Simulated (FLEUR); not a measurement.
**Ti: equation of state with Wu-Cohen GGA**

The system is Ti.

```
Ti
1.0
     4.56737    0.00000    0.00000
    -2.28369    3.95546    0.00000
     0.00000    0.00000    2.82624
Ti
3
Direct
  0.66667 0.33333 0.50000
  0.33333 0.66667 0.50000
  0.00000 0.00000 0.00000
```

This isn't the form of Ti at room conditions, which is hcp.

| Quantity | Value |
| --- | --- |
| Program | FLEUR MaX-R8.1 (later development tree) |
| Task | equation of state |
| Functional | Wu-Cohen GGA |
| Potentials or basis | all-electron |
| Basis | FLAPW |
| Kmax | 4.38 1/bohr |
| k mesh | 7 × 7 × 9 |
| Occupations | fermi-dirac, width 0.05 eV |
| Spin | no spin polarisation |
| Gmax | 13.6 1/bohr |
| Muffin-tin radii | Ti 2.24 bohr |
| lmax | Ti 9 |
| Local orbitals a species | Ti 5 |

```json
{"Equilibrium volume": "16.48 Å³/atom", "Bulk modulus at fixed shape and positions": "121 GPa", "Pressure derivative of the bulk modulus": "3.6 (rough: it moves with the points fitted)"}
```

Energy against volume, from the lowest point:
```csv
volume (Å³/atom),energy (meV/atom)
15.999,5.04
16.339,0.00
17.020,5.92
17.701,30.09
18.041,48.01
```

Caveat: the cell was scaled at fixed shape and fractional positions, which overstates the stiffness of a crystal with free parameters, most of all of layers and chains.
